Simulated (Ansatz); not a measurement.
Born–Oppenheimer molecular dynamics of a periodic cell of 20 atoms, SrTiO$_{3}$ (start crystal SrTiO3, start structure I4/mcm, volume 1 times the crystal's). It goes on from the last frame of an earlier run, with new velocities.

All numbers below come from DFT PBE, scalar-relativistic, plane waves, PAW in Ansatz. Settings: accuracy low, PAW set soft_1, cutoff 420 eV, k mesh 3x3x2, fermi-dirac smearing 0.24 eV, no spin polarisation.

```
ensemble             : NVT, Langevin thermostat
time step            : 1 fs
steps asked          : 160
set temperature      : 2240 K
friction             : 0.02 /fs
temperature schedule : 120 steps to 300 K, then 40 steps to 300 K
seed                 : 621658
```

First frame:

```xyz
20
Lattice="5.5223 0.0000 0.0000 0.0000 5.5223 0.0000 0.0000 0.0000 7.8453" Properties=species:S:1:pos:R:3
Sr -0.072 3.037 1.908
Sr 2.749 -0.166 2.188
Ti -0.019 0.168 0.079
Ti -0.001 -0.083 4.151
O 4.255 1.149 3.786
O 1.146 1.189 -0.408
O 1.806 0.663 4.203
O 4.094 1.495 0.027
O 0.036 -0.343 5.936
O 0.254 0.140 1.897
Sr 2.670 -0.357 5.965
Sr -0.117 3.044 5.787
Ti 2.712 2.737 4.108
Ti 2.856 2.839 0.055
O 1.468 4.092 0.146
O 3.955 4.252 4.048
O 4.328 4.012 -0.104
O 0.904 3.622 3.591
O 2.705 2.655 2.076
O 2.716 2.518 5.826
```

What does the run give?

The run went to its last step.

```json
{"steps done": "160", "time covered": "160 fs", "mean temperature over the second half": "1043 K", "spread of the potential energy over the second half": "29.0 meV per atom", "mean potential energy of the second half above the start": "-173.0 meV per atom"}
```

The schedule's set-point averaged 464 K over the second half and the system 1043 K, so it lags behind the ramp. A run of 0.16 ps of so small a system gives no equilibrium averages. Limits of this set-up: low accuracy level.

What happens to the structure?

Mean squared displacements from the first frame to the last, about the centre of mass: Sr 0.19 Å², Ti 0.07 Å², O 0.34 Å². This is one draw of velocities; another would differ in detail.

How do temperature and energy run in time?


```json
{"time (fs)": "0", "T (K)": "2128", "potential energy less start (eV)": "0.000"}
{"time (fs)": "8", "T (K)": "2776", "potential energy less start (eV)": "-0.602"}
{"time (fs)": "16", "T (K)": "2263", "potential energy less start (eV)": "-0.159"}
{"time (fs)": "24", "T (K)": "2379", "potential energy less start (eV)": "-0.472"}
{"time (fs)": "32", "T (K)": "3221", "potential energy less start (eV)": "-2.046"}
{"time (fs)": "40", "T (K)": "2334", "potential energy less start (eV)": "-0.854"}
{"time (fs)": "48", "T (K)": "1678", "potential energy less start (eV)": "0.162"}
{"time (fs)": "56", "T (K)": "2124", "potential energy less start (eV)": "-0.348"}
{"time (fs)": "64", "T (K)": "2357", "potential energy less start (eV)": "-1.911"}
{"time (fs)": "72", "T (K)": "2458", "potential energy less start (eV)": "-3.171"}
{"time (fs)": "80", "T (K)": "1793", "potential energy less start (eV)": "-2.387"}
{"time (fs)": "88", "T (K)": "1604", "potential energy less start (eV)": "-2.639"}
{"time (fs)": "96", "T (K)": "1245", "potential energy less start (eV)": "-2.842"}
{"time (fs)": "104", "T (K)": "1080", "potential energy less start (eV)": "-3.047"}
{"time (fs)": "112", "T (K)": "1176", "potential energy less start (eV)": "-3.374"}
{"time (fs)": "120", "T (K)": "966", "potential energy less start (eV)": "-3.679"}
{"time (fs)": "128", "T (K)": "921", "potential energy less start (eV)": "-3.846"}
{"time (fs)": "136", "T (K)": "940", "potential energy less start (eV)": "-4.082"}
{"time (fs)": "144", "T (K)": "682", "potential energy less start (eV)": "-3.986"}
{"time (fs)": "152", "T (K)": "689", "potential energy less start (eV)": "-4.003"}
{"time (fs)": "160", "T (K)": "641", "potential energy less start (eV)": "-4.069"}
```

Time of the run: 23 min on 2 threads of Intel(R) Xeon(R) Platinum 8259CL CPU @ 2.50GHz (Skylake/Cascade Lake), on a shared host, peak memory 1 GiB.
